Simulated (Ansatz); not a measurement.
W in Ansatz: the effect of functional

W:

```xyz
1
Lattice="-1.6134 1.6134 1.6134 1.6134 -1.6134 1.6134 1.6134 1.6134 -1.6134" Properties=species:S:1:pos:R:3 pbc="T T T"
W     0.0000    0.0000    0.0000
```

The cell isn't the ideal one: volume scaled by 1.06.

Alike in all runs:

- Program: Ansatz 0.2.0
- Task: single point
- Potentials or basis: Ansatz PAW
- k mesh: 12 × 12 × 12
- Occupations: fermi-dirac, width 0.05 eV
- Spin: no spin polarisation

```tsv
functional	cutoff	pressure (GPa)
LDA	420 eV (not typed: the program's choice for these potentials)	-24.0
r2SCAN	500 eV (not typed: the program's choice for these potentials)	?
PBE	420 eV (not typed: the program's choice for these potentials)	-11.0
```

**Question.** What does the run with functional r2SCAN give?

**Answer.** Pressure -15.4 GPa.

Caveats: the PAW data sets come from PBE, with cores solved anew for the run's functional, which leaves a small shift of forces and pressure (some runs).
